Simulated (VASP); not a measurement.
# LaB6 (Pm-3m) in VASP: a series of runs

Runs on LaB6. Level: r2SCAN. Tasks: single point.

All numbers are computed with VASP 6.6.1; they aren't measurements. Logs are shortened: lines on timing, memory, paths and dates and some standing lists are left out, and cuts for length are marked.

## (1) The crystal as given

The structure is cubic, space group Pm-3m (No. 221). The conventional cell has a = 4.330 Å, b = 4.330 Å, c = 4.330 Å, α = 90.00°, β = 90.00°, γ = 90.00°. La (site symmetry m-3m) is surrounded by 24 B at 3.18 Å. B (site symmetry 4mm) is surrounded by 5 B at 1.73 to 1.84 Å.

The cell was built by a generator and needn't be a form met in nature.

## (2) Single point, r2SCAN

POSCAR reads:

```
LaB6
1.0
    4.3297120000      0.0000000000      0.0000000000
    0.0000000000      4.3297120000      0.0000000000
    0.0000000000      0.0000000000      4.3297120000
La B
1 6
Direct
    0.0000000000      0.0000000000      0.0000000000
    0.5000000000      0.5000000000      0.2000000000
    0.5000000000      0.5000000000      0.8000000000
    0.2000000000      0.5000000000      0.5000000000
    0.8000000000      0.5000000000      0.5000000000
    0.5000000000      0.2000000000      0.5000000000
    0.5000000000      0.8000000000      0.5000000000
```

INCAR.step1 reads:

```
PREC = Accurate
ENCUT = 520
ISMEAR = -1
SIGMA = 0.1
LREAL = False
LASPH = True
NELM = 60
NBANDS = 24
GGA = PE
ALGO = Normal
EDIFF = 1E-4
LWAVE = True
LCHARG = False
```

INCAR.step2 reads:

```
PREC = Accurate
ENCUT = 520
EDIFF = 1E-6
ISMEAR = -1
SIGMA = 0.1
LREAL = False
LASPH = True
NELM = 60
ALGO = Normal
ISIF = 2
LWAVE = False
LCHARG = False
METAGGA = R2SCAN
LMIXTAU = True
NBANDS = 24
ISTART = 1
```

KPOINTS reads:

```
Automatic mesh
0
Gamma
  4 4 4
```

Potentials or basis: VASP PAW PBE potentials, release 64 (La, B).

Launch:

```console
$ cat potpaw_PBE.64/La/POTCAR potpaw_PBE.64/B/POTCAR > POTCAR
$ cp INCAR.step1 INCAR
$ mpirun -np 1 vasp_std > vasp.out
$ cp INCAR.step2 INCAR
$ mpirun -np 1 vasp_std > vasp.out
```

OUTCAR:

```text
PREC = Accurate
   ENCUT = 520
   EDIFF = 1E-6
   ISMEAR = -1
   LREAL = False
   LASPH = True
   NELM = 60
   ISIF = 2
   METAGGA = R2SCAN
   ISTART = 1

 ion  position               nearest neighbor table
   1  0.000  0.000  0.000-
   2  0.500  0.500  0.200-   3 1.73   4 1.84   5 1.84   6 1.84   7 1.84
   3  0.500  0.500  0.800-   2 1.73   4 1.84   5 1.84   6 1.84   7 1.84
   4  0.200  0.500  0.500-   5 1.73   3 1.84   2 1.84   6 1.84   7 1.84
   5  0.800  0.500  0.500-   4 1.73   3 1.84   2 1.84   6 1.84   7 1.84
   6  0.500  0.200  0.500-   7 1.73   3 1.84   4 1.84   5 1.84   2 1.84
   7  0.500  0.800  0.500-   6 1.73   3 1.84   4 1.84   5 1.84   2 1.84

  LATTYP: Found a simple cubic cell.
 ALAT       =     4.3297120000

  Lattice vectors:

 A1 = (   4.3297120000,   0.0000000000,   0.0000000000)
 A2 = (   0.0000000000,   4.3297120000,   0.0000000000)
 A3 = (   0.0000000000,   0.0000000000,   4.3297120000)

Analysis of symmetry for initial positions (statically):
=====================================================================
 Subroutine PRICEL returns:
 Original cell was already a primitive cell.

 Routine SETGRP: Setting up the symmetry group for a
 simple cubic supercell.

 Subroutine GETGRP returns: Found 48 space group operations
 (whereof 48 operations were pure point group operations)
 out of a pool of 48 trial point group operations.

The static configuration has the point symmetry O_h .

Analysis of symmetry for dynamics (positions and initial velocities):
=====================================================================
 Subroutine PRICEL returns:
 Original cell was already a primitive cell.

 Routine SETGRP: Setting up the symmetry group for a
 simple cubic supercell.

 Subroutine GETGRP returns: Found 48 space group operations
 (whereof 48 operations were pure point group operations)
 out of a pool of 48 trial point group operations.

The dynamic configuration has the point symmetry O_h .

 Subroutine INISYM returns: Found 48 space group operations
 (whereof 48 operations are pure point group operations),
 and found     1 'primitive' translations

----------------------------------------------------------------------------------------

                                     Primitive cell

  volume of cell :      81.1665

  direct lattice vectors                    reciprocal lattice vectors
     4.329712000  0.000000000  0.000000000     0.230962244  0.000000000  0.000000000
     0.000000000  4.329712000  0.000000000     0.000000000  0.230962244  0.000000000
     0.000000000  0.000000000  4.329712000     0.000000000  0.000000000  0.230962244

  length of vectors
     4.329712000  4.329712000  4.329712000     0.230962244  0.230962244  0.230962244

  position of ions in fractional coordinates (direct lattice)
     0.000000000  0.000000000  0.000000000
     0.500000000  0.500000000  0.200000000
     0.500000000  0.500000000  0.800000000
     0.200000000  0.500000000  0.500000000
     0.800000000  0.500000000  0.500000000
     0.500000000  0.200000000  0.500000000
     0.500000000  0.800000000  0.500000000

  ion indices of the primitive-cell ions
   primitive index   ion index
                 1           1
                 2           2
                 3           3
                 4           4
                 5           5
                 6           6
                 7           7

----------------------------------------------------------------------------------------

 KPOINTS: Automatic mesh

Automatic generation of k-mesh.
 Grid dimensions read from file:
 generate k-points for:    4    4    4

 Generating k-lattice:

  Cartesian coordinates                     Fractional coordinates (reciprocal lattice)
     0.057740561  0.000000000  0.000000000     0.250000000  0.000000000  0.000000000
     0.000000000  0.057740561  0.000000000     0.000000000  0.250000000  0.000000000
     0.000000000  0.000000000  0.057740561     0.000000000  0.000000000  0.250000000

  Length of vectors
     0.057740561  0.057740561  0.057740561

  Shift w.r.t. Gamma in fractional coordinates (k-lattice)
     0.000000000  0.000000000  0.000000000

 Subroutine IBZKPT returns following result:
 ===========================================

 Found     10 irreducible k-points:

 Following reciprocal coordinates:
            Coordinates               Weight
  0.000000  0.000000  0.000000      1.000000
  0.250000  0.000000  0.000000      6.000000
  0.500000  0.000000  0.000000      3.000000
  0.250000  0.250000  0.000000     12.000000
  0.500000  0.250000  0.000000     12.000000
  0.500000  0.500000  0.000000      3.000000
  0.250000  0.250000  0.250000      8.000000
  0.500000  0.250000  0.250000     12.000000
  0.500000  0.500000  0.250000      6.000000
  0.500000  0.500000  0.500000      1.000000
   k-points           NKPTS =     10   k-points in BZ     NKDIM =     10   number of bands    NBANDS=     24
   number of dos      NEDOS =    301   number of ions     NIONS =      7
   total plane-waves  NPLWV =  32768
   dimension x,y,z NGX =    32 NGY =   32 NGZ =   32
   dimension x,y,z NGXF=    64 NGYF=   64 NGZF=   64
   ions per type =               1   6
   NGX,Y,Z   is equivalent  to a cutoff of  12.29, 12.29, 12.29 a.u.
   NGXF,Y,Z  is equivalent  to a cutoff of  24.57, 24.57, 24.57 a.u.
 SYSTEM =  unknown system
   PREC   = accura    normal or accurate (medium, high low for compatibility)
   ISTART =      1    job   : 0-new  1-cont  2-samecut
   ICHARG =      0    charge: 1-file 2-atom 10-const
   ISPIN  =      1    spin polarized calculation?
   LNONCOLLINEAR =      F non collinear calculations
   LSORBIT =      F    spin-orbit coupling
   LASPH  =      T    aspherical Exc in radial PAW
   ENCUT  =  520.0 eV  38.22 Ry    6.18 a.u.   8.05  8.05  8.05*2*pi/ulx,y,z
   NELM   =     60;   NELMIN=  2; NELMDL=  0     # of ELM steps
   EDIFF  = 0.1E-05   stopping-criterion for ELM
   LREAL  =      F    real-space projection
   EDIFFG = 0.1E-04   stopping-criterion for IOM
   NSW    =      0    number of steps for IOM
   IBRION =     -1    ionic relax: 0-MD 1-quasi-New 2-CG
   NFREE  =      0    steps in history (QN), initial steepest desc. (CG)
   ISIF   =      2    stress and relaxation
   ISYM   =      2    0-nonsym 1-usesym 2-fastsym
   POTIM  = 0.5000    time-step for ionic-motion
   TEBEG  =    0.0;   TEEND  =   0.0 temperature during run
   PSTRESS=    0.0 pullay stress
   NELECT =      29.0000    total number of electrons
   NUPDOWN=      -1.0000    fix difference up-down
   EMIN   =  10.00;   EMAX   =-10.00  energy-range for DOS
   EFERMI =   0.00;   METHOD = LEGACY
   ISMEAR =    -1;   SIGMA  =   0.10  broadening in eV -4-tet -1-fermi 0-gaus
   EFERMI_NEDOS =   21; number of points for ismear=-14 and -15
   IALGO  =     38    algorithm
   IMIX   =      4    mixing-type and parameters
     AMIX     =   0.40;   BMIX     =  1.00
     AMIX_MAG =   1.60;   BMIX_MAG =  1.00
  volume/ion in A,a.u.               =      11.60        78.25
  Fermi-wavevector in a.u.,A,eV,Ry     =   1.161667  2.195233 18.360671  1.349471
  Thomas-Fermi vector in A             =   2.298237
   LORBIT       =      0    0 simple, 1 ext, 2 COOP (PROOUT), +10 PAW based schemes
   METAGGA = R2SCAN    functional components
   LHFCALC =     F    Hartree Fock is set to
   AEXX    =    0.0000 exact exchange contribution
   IVDW    =     0    specifies the selected vdW correction
   LEPSILON=     F    determine dielectric tensor
   LRPA    =     F    only Hartree local field effects (RPA)
 non-spin polarized calculation
  energy-cutoff  :      520.00
  volume of cell :       81.17
 maximum number of plane-waves:      2272
   NGX = 17   NGY = 17   NGZ = 17

 number of electron      29.0000000 magnetization

 Free energy of the ion-electron system (eV)
  ---------------------------------------------------
  ext. energy  EPLUGINS =         0.00000000
  ---------------------------------------------------
  free energy    TOTEN  =       -77.59587713 eV

  energy without entropy =      -77.54139046  energy(sigma->0) =      -77.56863380

 E-fermi :   7.6690     XC(G=0): -11.3647

 val. band max:        7.6395674336   @ k =   0.2500   0.2500   0.0000
 cond. band min:       7.7498964666   @ k =   0.2500   0.2500   0.0000
 fundamental gap:      0.1103290331
 Fermi energy:         7.6690283863

 k-point     1 :       0.0000    0.0000    0.0000
  band No.  band energies     occupation
      1     -27.1569      2.00000
      2     -10.3893      2.00000
      3     -10.3893      2.00000
      4     -10.3893      2.00000
      5      -8.0719      2.00000
      6      -0.1665      2.00000
[... 16 lines left out ...]
     23       9.4126      0.00000
     24      10.4411      0.00000

 k-point     2 :       0.2500    0.0000    0.0000
  band No.  band energies     occupation
      1     -27.1502      2.00000
      2     -10.6224      2.00000
      3     -10.3666      2.00000
      4     -10.3666      2.00000
      5      -7.7309      2.00000
      6      -2.2422      2.00000
[... 16 lines left out ...]
     23       9.8622      0.00000
     24       9.9561      0.00000

 k-point     3 :       0.5000    0.0000    0.0000
  band No.  band energies     occupation
      1     -27.1435      2.00000
      2     -10.8215      2.00000
      3     -10.3436      2.00000
      4     -10.3436      2.00000
      5      -7.3732      2.00000
      6      -3.1935      2.00000
[... 16 lines left out ...]
     23       9.5477      0.00000
     24       9.6661      0.00000
[... 136 lines left out ...]
 k-point     9 :       0.5000    0.5000    0.2500
  band No.  band energies     occupation
      1     -27.1245      2.00000
      2     -10.6040      2.00000
      3     -10.6040      2.00000
      4     -10.4362      2.00000
      5      -7.3095      2.00000
      6      -2.4654      2.00000
[... 16 lines left out ...]
     23      10.8337      0.00000
     24      10.9410      0.00000

 k-point    10 :       0.5000    0.5000    0.5000
  band No.  band energies     occupation
      1     -27.1183      2.00000
      2     -10.5614      2.00000
      3     -10.5614      2.00000
      4     -10.5614      2.00000
      5      -7.1233      2.00000
      6      -2.6369      2.00000
[... 16 lines left out ...]
     23      11.4129      0.00000
     24      11.5019      0.00000

------------------------ aborting loop because EDIFF is reached ----------------------------------------

  FORCE on cell =-STRESS in cart. coord.  units (eV):
  Direction    XX          YY          ZZ          XY          YZ          ZX
  --------------------------------------------------------------------------------------
  -------------------------------------------------------------------------------------
  Total       -9.1712397     -9.1712397     -9.1712397      0.0000000      0.0000000     -0.0000000
  in kB     -181.0346053   -181.0346053   -181.0346053      0.0000000      0.0000000     -0.0000000
  external PRESSURE =    -181.0346053 kB  Pullay stress =       0.0000000 kB

 VOLUME and BASIS-vectors are now :
 -----------------------------------------------------------------------------
  energy-cutoff  :      520.00
  volume of cell :       81.17
      direct lattice vectors                 reciprocal lattice vectors
     4.329712000  0.000000000  0.000000000     0.230962244  0.000000000  0.000000000
     0.000000000  4.329712000  0.000000000     0.000000000  0.230962244  0.000000000
     0.000000000  0.000000000  4.329712000     0.000000000  0.000000000  0.230962244

 POSITION                                       TOTAL-FORCE (eV/Angst)
 -----------------------------------------------------------------------------------
      0.00000      0.00000      0.00000         0.000000      0.000000     -0.000000
      2.16486      2.16486      0.86594         0.000000     -0.000000      0.409724
      2.16486      2.16486      3.46377         0.000000     -0.000000     -0.409724
      0.86594      2.16486      2.16486         0.409724      0.000000      0.000000
      3.46377      2.16486      2.16486        -0.409724     -0.000000      0.000000
      2.16486      0.86594      2.16486         0.000000      0.409724     -0.000000
      2.16486      3.46377      2.16486         0.000000     -0.409724     -0.000000
 -----------------------------------------------------------------------------------
    total drift:                               -0.000000      0.000000      0.000000

  FREE ENERGIE OF THE ION-ELECTRON SYSTEM (eV)
  ---------------------------------------------------
  free  energy   TOTEN  =       -77.5958771294 eV

  energy  without entropy=      -77.5413904610  energy(sigma->0) =      -77.56863380
```

Run time: 1.7 min. Hardware: 1 thread of Intel Xeon Platinum 8559C (Emerald Rapids), shared host; peak memory 0.19 GiB.

What came out:

| Quantity | Value |
| --- | --- |
| Free energy | -77.5959 eV |
| Pressure | -18.1 GPa |
| Largest force | 0.410 eV/Å |
| Band gap on the k mesh | none (metal or under the smearing width) |

Forces on the atoms (eV/Å):
```
La   0.000  0.000  0.000
B    0.000  0.000  0.410
B    0.000  0.000 -0.410
B    0.410  0.000  0.000
B   -0.410  0.000  0.000
B    0.000  0.410  0.000
B    0.000 -0.410  0.000
```

Caveat: the k mesh is coarse (spacing up to 0.36 Å⁻¹), so the values aren't converged; so large a pressure means that the cell lies far from this level's equilibrium, or that cutoff or potentials fall short; the potentials were made for another functional, which shifts forces and pressure.

## (3) Single point, r2SCAN

POSCAR is that of step 2.

INCAR.step1 reads:

```
SYSTEM = LaB6
ALGO     = Normal         ! electronic algorithm
EDIFF    = 1E-4           ! SCF threshold, eV
ENCUT    = 520            ! plane-wave cutoff, eV
GGA      = PE             ! functional
ISMEAR   = -1             ! smearing method
LASPH    = .True.         ! aspherical terms in the spheres
LCHARG   = .False.        ! write CHGCAR
LREAL    = .False.        ! projectors in reciprocal space
LWAVE    = .True.         ! write WAVECAR
NBANDS   = 24             ! bands
NELM     = 60             ! most SCF steps
PREC     = Accurate       ! precision mode
SIGMA    = 0.1            ! smearing width, eV
```

INCAR.step2 reads:

```
SYSTEM = LaB6
ALGO     = Normal         ! electronic algorithm
EDIFF    = 1E-6           ! SCF threshold, eV
ENCUT    = 520            ! plane-wave cutoff, eV
ISIF     = 2              ! what is computed and relaxed
ISMEAR   = -1             ! smearing method
ISTART   = 1            
LASPH    = .True.         ! aspherical terms in the spheres
LCHARG   = .False.        ! write CHGCAR
LMIXTAU  = .True.       
LREAL    = .False.        ! projectors in reciprocal space
LWAVE    = .False.        ! write WAVECAR
METAGGA  = R2SCAN         ! meta-GGA
NBANDS   = 24             ! bands
NELM     = 60             ! most SCF steps
PREC     = Accurate       ! precision mode
SIGMA    = 0.1            ! smearing width, eV
```

KPOINTS reads:

```
k-points
0
Gamma
  4 4 4
  0 0 0
```

Potentials or basis: VASP PAW PBE potentials, release 64 (La, B).

Launch:

```console
$ cat potpaw_PBE.64/La/POTCAR potpaw_PBE.64/B/POTCAR > POTCAR
$ cp INCAR.step1 INCAR
$ mpirun -np 1 vasp_std > vasp.out
$ cp INCAR.step2 INCAR
$ mpirun -np 1 vasp_std > vasp.out
```

Wall time 95 s (1 thread of Intel Xeon Platinum 8559C (Emerald Rapids), shared host); peak memory 0.19 GiB.

It converged, with:

```
Free energy            : -77.5959 eV
Pressure               : -18.1 GPa
Largest force          : 0.410 eV/Å
Band gap on the k mesh : none (metal or under the smearing width)
```

Forces on the atoms (eV/Å):
```
La   0.000  0.000  0.000
B    0.000  0.000  0.410
B    0.000  0.000 -0.410
B    0.410  0.000  0.000
B   -0.410  0.000  0.000
B    0.000  0.410  0.000
B    0.000 -0.410  0.000
```

Levels at points of the mesh, in eV from the Fermi level:
```
           k point  band 10  band 11  band 12  band 13  band 14  band 15  band 16  band 17  band 18  band 19
(0.00, 0.00, 0.00)    -7.28    -7.28    -1.87    -1.87    -1.87     0.23     0.23     0.23     1.34     1.34
(0.50, 0.00, 0.00)    -6.89    -3.53    -3.53    -3.28    -2.25    -1.51     1.33     1.34     1.34     1.68
(0.50, 0.50, 0.00)    -6.03    -4.33    -4.33    -2.97    -2.97     0.94     0.94     1.70     1.72     1.72
(0.50, 0.50, 0.50)    -4.91    -4.91    -2.49    -2.49    -2.49     1.33     1.56     1.56     1.56     1.57
```

Caveat: the k mesh is coarse (spacing up to 0.36 Å⁻¹), so the values aren't converged; so large a pressure means that the cell lies far from this level's equilibrium, or that cutoff or potentials fall short; the potentials were made for another functional, which shifts forces and pressure.
